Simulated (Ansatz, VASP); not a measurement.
**Two plane-wave programs on HfO2**

Contents of INCAR:

```
PREC = Accurate
ENCUT = 520
EDIFF = 1E-6
ISMEAR = 0
SIGMA = 0.01
LREAL = F
LASPH = T
NELM = 80
ALGO = Normal
ISIF = 2
LWAVE = F
LCHARG = F
GGA = PS
NBANDS = 31
```

The input KPOINTS:

```
regular mesh
0
Gamma
  4 4 6
```

Contents of POSCAR:

```
HfO2
1.0
    4.9309822774      0.0000000000      0.0000000000
    0.0000000000      4.9309822774      0.0000000000
    0.0000000000      0.0000000000      3.2836265082
Hf O
2 4
Direct
    0.0000000000      0.0000000000      0.0000000000
    0.5000000000      0.5000000000      0.5000000000
    0.1949550000      0.8050450000      0.5000000000
    0.3050450000      0.3050450000      0.0000000000
    0.6949550000      0.6949550000      0.0000000000
    0.8050450000      0.1949550000      0.5000000000
```

Input for Ansatz:

```yaml
crystal:
  lattice:
    - [4.930982277435477, 0.0, 0.0]
    - [0.0, 4.930982277435477, 0.0]
    - [0.0, 0.0, 3.283626508185534]
  atoms:
    - { symbol: Hf, position: [0.0, 0.0, 0.0] }
    - { symbol: Hf, position: [0.5, 0.5, 0.5] }
    - { symbol: O, position: [0.194955, 0.805045, 0.5] }
    - { symbol: O, position: [0.305045, 0.305045, 0.0] }
    - { symbol: O, position: [0.694955, 0.694955, 0.0] }
    - { symbol: O, position: [0.805045, 0.194955, 0.5] }
basis:
  ecutwfc: 470.0
kpoints:
  mp_grid:
    grid: [4, 4, 6]
hamiltonian:
  xc: pbesol
scf:
  occupations:
    method: fixed
output:
  stress: true
```

Measurements of this composition are mostly on another form, of space group No. 14.

Alike in both runs: task single point; functional PBEsol; k mesh 4 × 4 × 6; no spin polarisation.

```csv
,VASP,Ansatz
version,VASP 6.6.1,Ansatz 0.2.0
potentials or method,"VASP PAW PBE potentials, release 64 (Hf_pv, O)","plane waves, PAW"
plane-wave cutoff (eV),520,470
occupations,"gaussian, width 0.01 eV",fixed
valence electrons in the cell,44,76
```

```csv
,VASP,Ansatz,Ansatz less VASP
pressure (GPa),-15.3,-12.9,+2.43
largest component of the traceless stress (GPa),3.11,2.69,-0.423
```

The two sets of potentials don't hold the same shells in valence.

Caveats: so large a pressure means that the cell lies far from this level's equilibrium, or that cutoff or potentials fall short (VASP); the potentials were made for another functional, which shifts forces and pressure (VASP); spin-orbit coupling is left out, which moves the levels of the heavy elements. Expect the measured gap to be larger: semilocal functionals such as PBEsol lack the derivative discontinuity. A k mesh can miss the band edges.
